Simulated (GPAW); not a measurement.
# Cu in GPAW: the effect of strain uniaxial z

Cu:

```
CELL_PARAMETERS angstrom
0.00000 1.80750 1.73520
1.80750 0.00000 1.73520
1.80750 1.80750 0.00000
ATOMIC_POSITIONS crystal
Cu 0.00000 0.00000 0.00000
```

Alike in all runs:

- Program: GPAW 26.7.0
- Task: single point
- Functional: PBEsol
- Potentials or basis: PAW data sets generated in the run's folder for this functional
- Cutoff: 600 eV
- Basis: pw
- k mesh: 13 × 13 × 13
- Occupations: fermi-dirac, width 0.05 eV
- Spin: no spin polarisation
- Maxiter: 150

One run gave: pressure -1.7 GPa. Which strain uniaxial z did it use?
A. -0.02
B. 0.01
C. 0.04
D. -0.04
E. -0.01

A.

| strain uniaxial z | pressure (GPa) |
| --- | --- |
| -0.04 | 1.7 |
| -0.02 | -1.7 |
| -0.01 | -3.3 |
| 0 | -4.7 |
| 0.01 | -6.1 |
| 0.02 | -7.4 |
| 0.04 | -9.7 |

Caveats: with this Cu data set, volumes or pressures lay over 1.5 % or 2 GPa off other programs in two to four cells of ten; the density grid can change from cell to cell, which puts small steps into energies and stress.
